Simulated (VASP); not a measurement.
# BN (P6_3/mmc) in VASP: a series of runs

Aim: see how the results for BN move with the level of theory and the settings. Levels: PBE, PBEsol. Tasks: equation of state.

Program: VASP 6.6.1. These are calculated values, not measurements. Logs are shortened: lines on timing, memory, paths and dates and some standing lists are left out, and cuts for length are marked.

### Step 1. Starting point

Symmetry: P6_3/mmc, No. 194, hexagonal system. Conventional cell: a = 2.498 Å, b = 2.498 Å, c = 6.636 Å, α = 90.00°, β = 90.00°, γ = 120.00°. N (site symmetry -6m2) has 3 B at 1.44 Å as nearest neighbours. Around B (site symmetry -6m2) lie 3 N at 1.44 Å.

### Step 2. Equation of state, PBE, 8.43 Å³/atom (volume scaled by 0.94)

Input file INCAR:

```
SYSTEM = BN
PREC = Accurate
ENCUT = 520
EDIFF = 1E-7
ISMEAR = -1
SIGMA = 0.05
LREAL = .False.
LASPH = .True.
NELM = 60
ALGO = Normal
ISIF = 2
LWAVE = .False.
LCHARG = .False.
GGA = PE
NBANDS = 16
```

Input file KPOINTS:

```
regular mesh
0
Gamma
  12 12 4
  0 0 0
```

Input file POSCAR:

```
BN
1.0
    2.4472412002      0.0000000000      0.0000000000
   -1.2236206001      2.1193730486      0.0000000000
    0.0000000000      0.0000000000      6.5002395416
N B
2 2
Direct
    0.6666666667      0.3333333333      0.2500000000
    0.3333333333      0.6666666667      0.7500000000
    0.6666666667      0.3333333333      0.7500000000
    0.3333333333      0.6666666667      0.2500000000
```

Potentials or basis: VASP PAW PBE potentials, release 64 (N, B).

The run is started by

```sh
cat potpaw_PBE.64/N/POTCAR potpaw_PBE.64/B/POTCAR > POTCAR
mpirun -np 1 vasp_std > vasp.out
```

OUTCAR:

```text
SYSTEM = BN
   PREC = Accurate
   ENCUT = 520
   EDIFF = 1E-7
   ISMEAR = -1
   LREAL = .False.
   LASPH = .True.
   NELM = 60
   ISIF = 2
   GGA = PE

 Found     57 irreducible k-points:

 Following reciprocal coordinates:
            Coordinates               Weight
  0.000000  0.000000  0.000000      1.000000
  0.083333  0.000000  0.000000      6.000000
  0.166667  0.000000  0.000000      6.000000
  0.250000  0.000000  0.000000      6.000000
  0.333333  0.000000  0.000000      6.000000
  0.416667  0.000000  0.000000      6.000000
   k-points           NKPTS =     57   k-points in BZ     NKDIM =     57   number of bands    NBANDS=     16
   number of dos      NEDOS =    301   number of ions     NIONS =      4
   total plane-waves  NPLWV =  15552
   dimension x,y,z NGX =    18 NGY =   18 NGZ =   48
   dimension x,y,z NGXF=    36 NGYF=   36 NGZF=   96
   ions per type =               2   2
   NGX,Y,Z   is equivalent  to a cutoff of  12.23, 12.23, 12.28 a.u.
   NGXF,Y,Z  is equivalent  to a cutoff of  24.46, 24.46, 24.55 a.u.
 SYSTEM =  BN
   PREC   = accura    normal or accurate (medium, high low for compatibility)
   ISTART =      0    job   : 0-new  1-cont  2-samecut
   ICHARG =      2    charge: 1-file 2-atom 10-const
   ISPIN  =      1    spin polarized calculation?
   LNONCOLLINEAR =      F non collinear calculations
   LSORBIT =      F    spin-orbit coupling
   LASPH  =      T    aspherical Exc in radial PAW
   ENCUT  =  520.0 eV  38.22 Ry    6.18 a.u.   4.55  4.55 12.09*2*pi/ulx,y,z
   NELM   =     60;   NELMIN=  2; NELMDL= -5     # of ELM steps
   EDIFF  = 0.1E-06   stopping-criterion for ELM
   LREAL  =      F    real-space projection
   EDIFFG = 0.1E-05   stopping-criterion for IOM
   NSW    =      0    number of steps for IOM
   IBRION =     -1    ionic relax: 0-MD 1-quasi-New 2-CG
   NFREE  =      0    steps in history (QN), initial steepest desc. (CG)
   ISIF   =      2    stress and relaxation
   ISYM   =      2    0-nonsym 1-usesym 2-fastsym
   POTIM  = 0.5000    time-step for ionic-motion
   TEBEG  =    0.0;   TEEND  =   0.0 temperature during run
   PSTRESS=    0.0 pullay stress
   NELECT =      16.0000    total number of electrons
   NUPDOWN=      -1.0000    fix difference up-down
   EMIN   =  10.00;   EMAX   =-10.00  energy-range for DOS
   EFERMI =   0.00;   METHOD = LEGACY
   ISMEAR =    -1;   SIGMA  =   0.05  broadening in eV -4-tet -1-fermi 0-gaus
   EFERMI_NEDOS =   21; number of points for ismear=-14 and -15
   IALGO  =     38    algorithm
   IMIX   =      4    mixing-type and parameters
     AMIX     =   0.40;   BMIX     =  1.00
     AMIX_MAG =   1.60;   BMIX_MAG =  1.00
  volume/ion in A,a.u.               =       8.43        56.88
  Fermi-wavevector in a.u.,A,eV,Ry     =   1.276959  2.413103 22.185993  1.630624
  Thomas-Fermi vector in A             =   2.409586
   LORBIT       =      0    0 simple, 1 ext, 2 COOP (PROOUT), +10 PAW based schemes
   GGA     = PE    functional components
   LHFCALC =     F    Hartree Fock is set to
   AEXX    =    0.0000 exact exchange contribution
   IVDW    =     0    specifies the selected vdW correction
   LEPSILON=     F    determine dielectric tensor
   LRPA    =     F    only Hartree local field effects (RPA)
 non-spin polarized calculation
  energy-cutoff  :      520.00
  volume of cell :       33.71
 maximum number of plane-waves:       934
   NGX =  9   NGY =  9   NGZ = 25

 number of electron      16.0000001 magnetization

 Free energy of the ion-electron system (eV)
  ---------------------------------------------------
  ext. energy  EPLUGINS =         0.00000000
  ---------------------------------------------------
  free energy    TOTEN  =       -34.96325646 eV

  energy without entropy =      -34.96325646  energy(sigma->0) =      -34.96325646

 E-fermi :   3.8977     XC(G=0): -10.3548

 val. band max:        2.7511479230   @ k =   0.3333   0.3333   0.5000
 cond. band min:       7.1049830490   @ k =   0.5000   0.0000   0.0000
 fundamental gap:      4.3538351260
 Fermi energy:         3.8976829245

 k-point     1 :       0.0000    0.0000    0.0000
  band No.  band energies     occupation
      1     -15.4836      2.00000
      2     -15.1457      2.00000
      3      -3.9061      2.00000
      4      -1.6022      2.00000
      5       1.5079      2.00000
      6       1.5079      2.00000
      7       1.5484      2.00000
      8       1.5484      2.00000
      9       8.1376      0.00000
     10      13.5703      0.00000
     11      14.8792      0.00000
     12      14.8792      0.00000
     13      15.0149      0.00000
     14      15.0149      0.00000
     15      16.2681      0.00000
     16      16.6350      0.00000

 k-point     2 :       0.0833    0.0000    0.0000
  band No.  band energies     occupation
      1     -15.3407      2.00000
      2     -15.0078      2.00000
      3      -3.7087      2.00000
      4      -1.4246      2.00000
      5       0.9321      2.00000
      6       0.9693      2.00000
      7       1.2270      2.00000
      8       1.2724      2.00000
      9       8.3863      0.00000
     10      13.4848      0.00000
     11      14.7557      0.00000
     12      14.9591      0.00000
     13      15.5150      0.00000
     14      15.6480      0.00000
     15      16.0749      0.00000
     16      16.6896      0.00000

 k-point     3 :       0.1667    0.0000    0.0000
  band No.  band energies     occupation
      1     -14.9183      2.00000
      2     -14.6013      2.00000
      3      -3.1232      2.00000
      4      -0.9022      2.00000
      5      -0.5355      2.00000
      6      -0.4891      2.00000
      7       0.5472      2.00000
      8       0.6016      2.00000
      9       9.0510      0.00000
     10      13.0913      0.00000
     11      14.4107      0.00000
     12      14.5650      0.00000
     13      14.8879      0.00000
     14      17.2397      0.00000
     15      17.3675      0.00000
     16      17.7464      0.00000

 k-point     4 :       0.2500    0.0000    0.0000
  band No.  band energies     occupation
      1     -14.2426      2.00000
      2     -13.9535      2.00000
      3      -2.4118      2.00000
      4      -2.3417      2.00000
      5      -2.1747      2.00000
      6      -0.2359      2.00000
      7      -0.1737      2.00000
      8      -0.0737      2.00000
      9      10.0308      0.00000
     10      12.0049      0.00000
     11      12.5835      0.00000
     12      14.0298      0.00000
     13      14.8323      0.00000
     14      18.7243      0.00000
     15      18.9098      0.00000
     16      19.6744      0.00000

 k-point     5 :       0.3333    0.0000    0.0000
  band No.  band energies     occupation
      1     -13.3793      2.00000
      2     -13.1356      2.00000
      3      -4.2925      2.00000
      4      -4.2001      2.00000
      5      -0.9282      2.00000
      6      -0.9058      2.00000
      7      -0.8384      2.00000
      8       0.9603      2.00000
      9       9.9313      0.00000
     10      10.8729      0.00000
     11      11.2393      0.00000
     12      13.7186      0.00000
     13      14.8622      0.00000
     14      18.5702      0.00000
     15      19.3015      0.00000
     16      22.3939      0.00000

 k-point     6 :       0.4167    0.0000    0.0000
  band No.  band energies     occupation
      1     -12.5029      2.00000
      2     -12.3367      2.00000
      3      -5.8036      2.00000
      4      -5.7130      2.00000
      5      -1.3440      2.00000
      6      -1.2737      2.00000
      7       0.4241      2.00000
      8       1.9269      2.00000
      9       7.9617      0.00000
     10       9.3506      0.00000
     11      12.4174      0.00000
     12      13.5204      0.00000
     13      15.1741      0.00000
     14      18.1950      0.00000
     15      18.5877      0.00000
     16      22.4417      0.00000

 [... further k-points ...]

------------------------ aborting loop because EDIFF is reached ----------------------------------------

  FORCE on cell =-STRESS in cart. coord.  units (eV):
  Direction    XX          YY          ZZ          XY          YZ          ZX
  --------------------------------------------------------------------------------------
  -------------------------------------------------------------------------------------
  Total        6.7559523      6.7559523      0.7998301      0.0000000      0.0000000      0.0000000
  in kB      321.0580862    321.0580862     38.0097321      0.0000000      0.0000000      0.0000000
  external PRESSURE =     226.7086348 kB  Pullay stress =       0.0000000 kB

 VOLUME and BASIS-vectors are now :
 -----------------------------------------------------------------------------
  energy-cutoff  :      520.00
  volume of cell :       33.71
      direct lattice vectors                 reciprocal lattice vectors
     2.447241200  0.000000000  0.000000000     0.408623392  0.235918825  0.000000000
    -1.223620600  2.119373049  0.000000000     0.000000000  0.471837651  0.000000000
     0.000000000  0.000000000  6.500239542     0.000000000  0.000000000  0.153840484

 POSITION                                       TOTAL-FORCE (eV/Angst)
 -----------------------------------------------------------------------------------
      1.22362      0.70646      1.62506         0.000000     -0.000000      0.000000
     -0.00000      1.41292      4.87518         0.000000      0.000000      0.000000
      1.22362      0.70646      4.87518         0.000000     -0.000000      0.000000
     -0.00000      1.41292      1.62506        -0.000000      0.000000      0.000000
 -----------------------------------------------------------------------------------
    total drift:                                0.000000     -0.000000      0.000000

  FREE ENERGIE OF THE ION-ELECTRON SYSTEM (eV)
  ---------------------------------------------------
  free  energy   TOTEN  =       -34.9632564552 eV

  energy  without entropy=      -34.9632564552  energy(sigma->0) =      -34.96325646
```

Run time: 13 s. Hardware: 1 thread of Intel Xeon 6975P-C (Granite Rapids), shared host; peak memory 0.14 GiB.

What came out:

```yaml
Free_energy: -34.9633 eV
Pressure: 22.7 GPa
Band_gap_on_the_k_mesh: 4.35 eV, indirect (least direct gap 4.81 eV)
```

Caveat: this functional lacks dispersion, which binds the layers, so the pressure and a relaxed spacing across them are unreliable.

### Step 3. Equation of state, PBE, 8.61 Å³/atom (volume scaled by 0.96)

Input file INCAR:

```
PREC = Accurate ; ENCUT = 520
EDIFF = 1E-7 ; ISMEAR = -1
SIGMA = 0.05 ; LREAL = F
LASPH = T ; NELM = 100
ALGO = Normal ; ISIF = 2
LWAVE = F ; LCHARG = F
GGA = PE ; NBANDS = 16
```

Input file KPOINTS:

```
Automatic mesh
0
Gamma
  12 12 4
```

Input file POSCAR:

```
BN
1.0
    2.4644758610      0.0000000000      0.0000000000
   -1.2322379305      2.1342987027      0.0000000000
    0.0000000000      0.0000000000      6.5460173847
N B
2 2
Direct
    0.6666666667      0.3333333333      0.2500000000
    0.3333333333      0.6666666667      0.7500000000
    0.6666666667      0.3333333333      0.7500000000
    0.3333333333      0.6666666667      0.2500000000
```

Potentials or basis: VASP PAW PBE potentials, release 64 (N, B).

The run is started by

```sh
cat potpaw_PBE.64/N/POTCAR potpaw_PBE.64/B/POTCAR > POTCAR
mpirun -np 1 vasp_std > vasp.out
```

Wall time 14 s (1 thread of Intel Xeon 6975P-C (Granite Rapids), shared host); peak memory 0.14 GiB.

The run converged. Its results:

```
Free energy            : -35.0510 eV
Pressure               : 16.3 GPa
Band gap on the k mesh : 4.33 eV, indirect (least direct gap 4.76 eV)
```

Caveat: this functional lacks dispersion, which binds the layers, so the pressure and a relaxed spacing across them are unreliable.

### Step 4. Equation of state, PBE, 8.79 Å³/atom (volume scaled by 0.98)

Input file INCAR:

```
ALGO = Normal
EDIFF = 1E-7
ENCUT = 520
GGA = PE
ISIF = 2
ISMEAR = -1
LASPH = True
LCHARG = False
LREAL = False
LWAVE = False
NBANDS = 16
NELM = 100
PREC = Accurate
SIGMA = 0.05
```

Input file KPOINTS:

```
k-points
0
Gamma
  12 12 4
```

Input file POSCAR:

```
BN
1.0
    2.4814727834      0.0000000000      0.0000000000
   -1.2407363917      2.1490184693      0.0000000000
    0.0000000000      0.0000000000      6.5911637588
N B
2 2
Direct
    0.6666666667      0.3333333333      0.2500000000
    0.3333333333      0.6666666667      0.7500000000
    0.6666666667      0.3333333333      0.7500000000
    0.3333333333      0.6666666667      0.2500000000
```

The run is started by

```sh
cat potpaw_PBE.64/N/POTCAR potpaw_PBE.64/B/POTCAR > POTCAR
mpirun -np 1 vasp_std > vasp.out
```

It took 15 s on 1 thread of Intel Xeon 6975P-C (Granite Rapids), shared host; peak memory 0.15 GiB.

The run converged. Its results:

```
Free energy            : -35.1114 eV
Pressure               : 10.5 GPa
Band gap on the k mesh : 4.31 eV, indirect (least direct gap 4.71 eV)
```

Caveat: this functional lacks dispersion, which binds the layers, so the pressure and a relaxed spacing across them are unreliable.

### Step 5. Equation of state, PBE, 9.15 Å³/atom (volume scaled by 1.02)

Input file INCAR:

```
SYSTEM = BN
PREC = Accurate
ENCUT = 520
EDIFF = 1E-7
ISMEAR = -1
SIGMA = 0.05
LREAL = .False.
LASPH = .True.
NELM = 80
ALGO = Normal
ISIF = 2
LWAVE = .False.
LCHARG = .False.
GGA = PE
NBANDS = 16
```

Input file KPOINTS:

```
regular mesh
0
Gamma
  12 12 4
  0 0 0
```

Input file POSCAR:

```
BN
1.0
    2.5147851179      0.0000000000      0.0000000000
   -1.2573925590      2.1778677972      0.0000000000
    0.0000000000      0.0000000000      6.6796463138
N B
2 2
Direct
    0.6666666667      0.3333333333      0.2500000000
    0.3333333333      0.6666666667      0.7500000000
    0.6666666667      0.3333333333      0.7500000000
    0.3333333333      0.6666666667      0.2500000000
```

The run is started by

```sh
cat potpaw_PBE.64/N/POTCAR potpaw_PBE.64/B/POTCAR > POTCAR
mpirun -np 1 vasp_std > vasp.out
```

Wall time 18 s (1 thread of Intel Xeon 6975P-C (Granite Rapids), shared host); peak memory 0.16 GiB.

It converged, with:

```
Free energy            : -35.1596 eV
Pressure               : 0.3 GPa
Band gap on the k mesh : 4.26 eV, indirect (least direct gap 4.61 eV)
```

Caveat: this functional lacks dispersion, which binds the layers, so the pressure and a relaxed spacing across them are unreliable.

### Step 6. Equation of state, PBE, 9.33 Å³/atom (volume scaled by 1.04)

Input file INCAR:

```
PREC     = Accurate       # precision mode
ENCUT    = 520            # plane-wave cutoff, eV
EDIFF    = 1E-7           # SCF threshold, eV
ISMEAR   = -1             # smearing method
SIGMA    = 0.05           # smearing width, eV
LREAL    = F              # projectors in reciprocal space
LASPH    = T              # aspherical terms in the spheres
NELM     = 100            # most SCF steps
ALGO     = Normal         # electronic algorithm
ISIF     = 2              # what is computed and relaxed
LWAVE    = F              # write WAVECAR
LCHARG   = F              # write CHGCAR
GGA      = PE             # functional
NBANDS   = 16             # bands
```

Input file KPOINTS:

```
Automatic mesh
0
Gamma
  12 12 4
```

Input file POSCAR:

```
BN
1.0
    2.5311153490      0.0000000000      0.0000000000
   -1.2655576745      2.1920101922      0.0000000000
    0.0000000000      0.0000000000      6.7230218559
N B
2 2
Direct
    0.6666666667      0.3333333333      0.2500000000
    0.3333333333      0.6666666667      0.7500000000
    0.6666666667      0.3333333333      0.7500000000
    0.3333333333      0.6666666667      0.2500000000
```

Potentials or basis: VASP PAW PBE potentials, release 64 (N, B).

The run is started by

```sh
cat potpaw_PBE.64/N/POTCAR potpaw_PBE.64/B/POTCAR > POTCAR
mpirun -np 1 vasp_std > vasp.out
```

Wall time 16 s (1 thread of Intel Xeon 6975P-C (Granite Rapids), shared host); peak memory 0.15 GiB.

The run converged. Its results:

```yaml
Free_energy: -35.1514 eV
Pressure: -4.2 GPa
Band_gap_on_the_k_mesh: 4.24 eV, indirect (least direct gap 4.56 eV)
```

Caveat: this functional lacks dispersion, which binds the layers, so the pressure and a relaxed spacing across them are unreliable.

### Step 7. Equation of state, PBE, 9.50 Å³/atom (volume scaled by 1.06)

Input file INCAR:

```
SYSTEM = BN
PREC = Accurate
ENCUT = 520
EDIFF = 1E-7
ISMEAR = -1
SIGMA = 0.05
LREAL = .False.
LASPH = .True.
NELM = 80
ALGO = Normal
ISIF = 2
LWAVE = .False.
LCHARG = .False.
GGA = PE
NBANDS = 16
```

Input file KPOINTS:

```
regular mesh
0
Gamma
  12 12 4
  0 0 0
```

Input file POSCAR:

```
BN
1.0
    2.5472375375      0.0000000000      0.0000000000
   -1.2736187687      2.2059724170      0.0000000000
    0.0000000000      0.0000000000      6.7658448057
N B
2 2
Direct
    0.6666666667      0.3333333333      0.2500000000
    0.3333333333      0.6666666667      0.7500000000
    0.6666666667      0.3333333333      0.7500000000
    0.3333333333      0.6666666667      0.2500000000
```

The run is started by

```sh
cat potpaw_PBE.64/N/POTCAR potpaw_PBE.64/B/POTCAR > POTCAR
mpirun -np 1 vasp_std > vasp.out
```

Run time: 18 s. Hardware: 1 thread of Intel Xeon 6975P-C (Granite Rapids), shared host; peak memory 0.16 GiB.

The run converged. Its results:

| Quantity | Value |
| --- | --- |
| Free energy | -35.1242 eV |
| Pressure | -8.2 GPa |
| Band gap on the k mesh | 4.22 eV, indirect (least direct gap 4.52 eV) |

Caveat: this functional lacks dispersion, which binds the layers, so the pressure and a relaxed spacing across them are unreliable.

### Step 8. Equation of state, PBE

Potentials or basis: VASP PAW PBE potentials, release 64 (N, B).

This step only gathers the single runs of the series.

What came out:

| Property | Result |
| --- | --- |
| Equilibrium volume | 9.16 Å³/atom |
| Bulk modulus at fixed shape and positions | 236 GPa |
| Pressure derivative of the bulk modulus | 3.6 |

Energy against volume, from the lowest point:
```
volume (Å³/atom)  energy (meV/atom)
           8.429              49.08
           8.608              27.14
           8.787              12.04
           8.967               3.17
           9.146               0.00
           9.325               2.04
           9.505               8.85
```

Caveat: the cell was scaled at fixed shape and fractional positions, which overstates the stiffness of a crystal with free parameters, most of all of layers and chains; this functional lacks dispersion, which binds the layers, so the pressure and a relaxed spacing across them are unreliable.

### Step 9. Equation of state, PBEsol, 8.43 Å³/atom (volume scaled by 0.94)

Input file INCAR:

```
SYSTEM = BN
ALGO     = Normal         ! electronic algorithm
EDIFF    = 1E-7           ! SCF threshold, eV
ENCUT    = 520            ! plane-wave cutoff, eV
GGA      = PS             ! functional
ISIF     = 2              ! what is computed and relaxed
ISMEAR   = -1             ! smearing method
LASPH    = .True.         ! aspherical terms in the spheres
LCHARG   = .False.        ! write CHGCAR
LREAL    = .False.        ! projectors in reciprocal space
LWAVE    = .False.        ! write WAVECAR
NBANDS   = 16             ! bands
NELM     = 80             ! most SCF steps
PREC     = Accurate       ! precision mode
SIGMA    = 0.05           ! smearing width, eV
```

Input file KPOINTS:

```
k-points
0
Gamma
  12 12 4
  0 0 0
```

Input file POSCAR:

```
BN
1.0
    2.4472412002      0.0000000000      0.0000000000
   -1.2236206001      2.1193730486      0.0000000000
    0.0000000000      0.0000000000      6.5002395416
N B
2 2
Direct
    0.6666666667      0.3333333333      0.2500000000
    0.3333333333      0.6666666667      0.7500000000
    0.6666666667      0.3333333333      0.7500000000
    0.3333333333      0.6666666667      0.2500000000
```

Potentials or basis: VASP PAW PBE potentials, release 64 (N, B).

The run is started by

```sh
cat potpaw_PBE.64/N/POTCAR potpaw_PBE.64/B/POTCAR > POTCAR
mpirun -np 1 vasp_std > vasp.out
```

Wall time 13 s (1 thread of Intel Xeon Platinum 8559C (Emerald Rapids), shared host); peak memory 0.15 GiB.

It converged, with:

```yaml
Free_energy: -36.4169 eV
Pressure: 19.7 GPa
Band_gap_on_the_k_mesh: 4.24 eV, indirect (least direct gap 4.70 eV)
```

Caveat: the PAW data sets were made with another functional, which shifts forces and pressure a little; this functional lacks dispersion, which binds the layers, so the pressure and a relaxed spacing across them are unreliable.

(Continued in part 2 of 2.)
